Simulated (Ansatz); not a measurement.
Write the native input for Ansatz 0.2.0 that does the following.

| Item | Value |
| --- | --- |
| Task | single point |
| Functional | PBE |
| Potentials or basis | all-electron LAPW, scalar-relativistic |
| Cutoff | 230 eV (chosen from the basis error) |
| Basis error allowed | 0.001 eV/atom |
| k mesh | 8 × 8 × 8 |
| Occupations | gaussian, width 0.018 eV |
| Spin | no spin polarisation |

The system is Sb.

```xyz
2
Lattice="2.1542 1.2437 3.7580 -2.1542 1.2437 3.7580 0.0000 -2.4875 3.7580" Properties=species:S:1:pos:R:3 pbc="T T T"
Sb    0.0000    0.0000    8.6416
Sb    0.0000    0.0000    2.6324
```

One way to write it, as run:

input.yaml

```yaml
crystal:
  lattice:
    - [2.1542, 1.2437279499, 3.758]
    - [-2.1542, 1.2437279499, 3.758]
    - [0.0, -2.4874558998, 3.758]
  atoms:
    - { symbol: Sb, position: [0.76651, 0.76651, 0.76651] }
    - { symbol: Sb, position: [0.23349, 0.23349, 0.23349] }
kpoints:
  mp_grid: { grid: [8, 8, 8] }
scf:
  occupations: { method: gaussian, width: 0.018 }
hamiltonian:
  xc: pbe
  pseudopotentials: { kind: all_electron, lapw: { basis_error: 0.001 } }
output:
  forces: true
  stress: true
  eigenvalues: true
```

Potentials or basis: all-electron LAPW, scalar-relativistic.

The run is started by

```console
$ ansatz run input.yaml --threads 1 --pin off --max-ram 3072MiB --backend cpu --events-out ev --progress --plain --runs-dir out
```

Results of the run:

```json
{
 "Pressure": "2.7 GPa",
 "Largest force": "0.141 eV/Å",
 "Band gap on the k mesh": "none (metal or under the smearing width)"
}
```

Wall time 17 s on 1 thread of Arm Neoverse V1, with other jobs on the host, peak memory 0.36 GiB.
